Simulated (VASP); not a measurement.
**Sn: relaxation of cell and atoms with PBE+D3(BJ)**

Sn:

```
Sn
1.0
    -2.92520    2.92520    1.58860
     2.92520   -2.92520    1.58860
     2.92520    2.92520   -1.58860
Sn
2
Direct
  0.00000 0.00000 0.00000
  0.75000 0.25000 0.50000
```

```yaml
Program: VASP 6.6.1
Task: relaxation of cell and atoms
Functional: PBE
Dispersion: D3(BJ)
Potentials_or_basis: VASP PAW PBE potentials, release 64 (Sn_d)
Cutoff: 600 eV
k_mesh: 12 × 12 × 12
Occupations: gaussian, width 0.03 eV
Spin: no spin polarisation
Further_INCAR_settings: ALGO = Normal; EDIFF = 1e-07; IBRION = 2; EDIFFG = -0.005; NSW = 90; ISIF = 3
```

- Relaxed volume: 27.17 Å³/atom
- Relaxed cell: a = 4.431 Å, b = 4.431 Å, c = 4.431 Å, α = 97.38°, β = 97.38°, γ = 137.99°
- Space group after relaxing (to 0.05 Å): I4_1/amd (No. 141)
- Energy gained by relaxing: 0.0 meV/atom
- Ionic steps: 3
- Pressure after relaxing: 0.0 GPa
- Band gap on the k mesh: none (metal or under the smearing width)
- Dispersion energy per atom: -0.389 eV

Final structure:
```
CELL_PARAMETERS angstrom
-2.92486 2.92486 1.58817
2.92486 -2.92486 1.58817
2.92486 2.92486 -1.58817
ATOMIC_POSITIONS crystal
Sn 0.00000 0.00000 0.00000
Sn 0.75000 0.25000 0.50000
```

Levels at points of the mesh, in eV from the Fermi level:
```
           k point  band 12  band 13  band 14  band 15  band 16  band 17
(0.00, 0.00, 0.00)    -3.67    -1.99    -1.99     2.97     6.19     6.19
(0.50, 0.00, 0.00)    -5.38    -2.32    -1.71    -1.13     2.25     2.85
(0.50, 0.50, 0.00)    -8.89     0.58     0.58     1.56     1.56     6.07
(0.50, 0.50, 0.50)    -7.56    -4.80    -4.80     5.10     5.10     9.34
```

It took 3.2 min on 1 thread of Intel(R) Xeon(R) Platinum 8488C (Sapphire Rapids) (shared host), peak memory 0.34 GiB.

Caveat: pairwise dispersion overbinds metals, which lowers pressure and volume.
